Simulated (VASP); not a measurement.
## MgS (Niningerite): relaxation of cell and atoms with PBE

MgS (Niningerite):

```
CELL_PARAMETERS angstrom
0.00000 2.60165 2.60165
2.60165 0.00000 2.60165
2.60165 2.60165 0.00000
ATOMIC_POSITIONS crystal
S 0.50000 0.50000 0.50000
Mg 0.00000 0.00000 0.00000
```

```yaml
Program: VASP 6.6.1
Task: relaxation of cell and atoms
Functional: PBE
Potentials_or_basis: VASP PAW PBE potentials, release 64 (S, Mg)
Cutoff: 600 eV
k_mesh: 9 × 9 × 9
Occupations: fermi-dirac, width 0.05 eV
Spin: no spin polarisation
Target_pressure: 5 GPa
Further_INCAR_settings: ALGO = Fast; EDIFF = 1e-07; IBRION = 2; EDIFFG = -0.01; NSW = 40; ISIF = 3
Target_pressure: 5 GPa
```

* Relaxed volume: 16.79 Å³/atom
* Relaxed cell: a = 3.621 Å, b = 3.621 Å, c = 3.621 Å, α = 60.00°, β = 60.00°, γ = 60.00°
* Space group after relaxing (to 0.05 Å): Fm-3m (No. 225)
* Energy change on relaxing (the enthalpy is what falls): +14.7 meV/atom
* Ionic steps: 3
* Pressure after relaxing: 5.0 GPa
* Band gap on the k mesh: 3.01 eV, indirect (least direct gap 4.10 eV)

Step by step:
| step | energy change (eV) | largest force (eV/Å) | pressure (GPa) | volume (Å³) |
| --- | --- | --- | --- | --- |
| 1 | 0.0000 | 0.0000 | 0.89 | 35.22 |
| 2 | 0.0518 | 0.0000 | 6.80 | 32.97 |
| 3 | 0.0294 | 0.0000 | 5.02 | 33.58 |

Final structure:
```yaml
crystal:
  lattice:
    - [0.00000, 2.56056, 2.56056]
    - [2.56056, 0.00000, 2.56056]
    - [2.56056, 2.56056, 0.00000]
  atoms:
    - { symbol: S, position: [0.50000, 0.50000, 0.50000] }
    - { symbol: Mg, position: [0.00000, 0.00000, 0.00000] }
```

Levels at points of the mesh, in eV from the valence-band top:
| k point | band 1 | band 2 | band 3 | band 4 | band 5 | band 6 | band 7 | band 8 |
| --- | --- | --- | --- | --- | --- | --- | --- | --- |
| (0.00, 0.00, 0.00) | -12.95 | 0.00 | 0.00 | 0.00 | 4.10 | 7.92 | 7.92 | 7.92 |

It took 23 s on 1 thread of Intel(R) Xeon(R) 6975P-C (Granite Rapids), on a shared host, peak memory 0.17 GiB.

Caveat: the cell is relaxed towards a set pressure, so the enthalpy falls and the energy may rise; an odd mesh through Γ misses points on the zone boundary, where band edges often lie.
